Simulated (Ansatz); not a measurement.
**EuS (rocksalt): zero-pressure volume and bulk modulus with r²SCAN + D3(BJ)-ATM**

An exercise on one series of results from a longer session: the logs are not shown, and one member is left open.

Computed with Ansatz 0.2.0 (DFT r²SCAN + D3(BJ)-ATM with U = 4 eV on Eu 4f, scalar-relativistic, plane waves, PAW, unless a step's input says otherwise).

2 further runs of the same task are left out: 1 that didn't finish, 1 set aside as unsound or not needed.

## Starting point

It takes space group Fm-3m (No. 225, cubic). The conventional cell has a = 5.957 Å, b = 5.957 Å, c = 5.957 Å, α = 90.00°, β = 90.00°, γ = 90.00°. Eu (site symmetry m-3m) is surrounded by 6 S at 2.98 Å. S (site symmetry m-3m) is surrounded by 6 Eu at 2.98 Å.

Structure file:

```xyz
2
Lattice="0.0000 2.9785 2.9785 2.9785 0.0000 2.9785 2.9785 2.9785 0.0000" Properties=species:S:1:pos:R:3 pbc="T T T"
Eu    2.9785    2.9785    2.9785
S     0.0000    0.0000    0.0000
```

At PBE+U (U_eff = 6 eV on Eu 4f), an earlier run found 0.74 GPa for this cell of 26.424 Å³/atom (8×8×8 mesh), mesh gap 0.70 eV, moments in the atoms' spheres Eu 6.86; S -0.06 μB.

Set-up of the first run:

input.yaml reads:

```yaml
crystal:
  lattice:
    - [0.0, 2.978501867, 2.978501867]
    - [2.978501867, 0.0, 2.978501867]
    - [2.978501867, 2.978501867, 0.0]
  atoms:
    - { symbol: Eu, position: [0.5, 0.5, 0.5], spin: 7.55 }
    - { symbol: S, position: [0.0, 0.0, 0.0] }
basis:
  ecutwfc: 500
  ecutrho_ratio: 4
kpoints:
  mp_grid: { grid: [8, 8, 8] }
hamiltonian:
  xc: r2scan
  dispersion: d3bjatm
  hubbard: { sites: [{ species: Eu, l: f, u_eff: 4.0 }] }
scf:
  occupations: { method: gaussian, width: 0.05 }
  lower_state_search: "off"
output:
  forces: true
  stress: true
  eigenvalues: true
  populations: true
  hubbard: { sites: [{ species: Eu, l: f }] }
magnetization:
  spin_polarized: true
checkpoint:
  read: start.run
  write: ck
  compress: false
  write_wavefunctions: false
  write_every: 100000
```

start.run holds the state of a PBE+U run on this cell.

The run is started by

```console
ansatz run input.yaml --threads 4 --pin off --max-ram 6144MiB --backend cpu --events-out ev --progress --plain --runs-dir out
```

Among the steps run: At the given cell; Stepping to 26.298 Å³/atom; Stepping to 26.076 Å³/atom; Volume × 0.98 of the new zero; Volume × 1.02 of the new zero; Volume × 0.96 of the new zero; Volume × 1.04 of the new zero.

One of the session's tables, all rows but one given; the rest of the session is left out.

| volume (Å³/atom) | energy (meV/atom) | pressure (GPa) |
| --- | --- | --- |
| 25.033 | 7.71 | 2.45 |
| 25.555 | 1.86 | 1.16 |
| 26.076 | 0.00 | 0.00 |
| 26.598 | ? | ? |
| 27.119 | 6.76 | -2.00 |

Q: Estimate the row for volume (Å³/atom) = 26.598 from the others.

Worked estimate for «energy (meV/atom)». A straight line through the neighbours (26.076, 0.00) and (27.119, 6.76) gives 0.00 + (6.76 − 0.00) × (26.598 − 26.076) / (27.119 − 26.076) = 3.38; a parabola fitted to 3 rows on both sides gives 1.64.

The run gave: energy (meV/atom): 1.75; pressure (GPa): -1.05. In «energy (meV/atom)» the line misses by +1.63 and the parabola by -0.11.

volume (Å³/atom), energy (meV/atom) and a bar:
```
    25.03        7.7 ##############################
    25.55        1.9 #######
    26.08        0.0 
    26.60        1.8 #######
    27.12        6.8 ##########################
```

Limits of these values: Warnings in the runs' records: stability check not made.
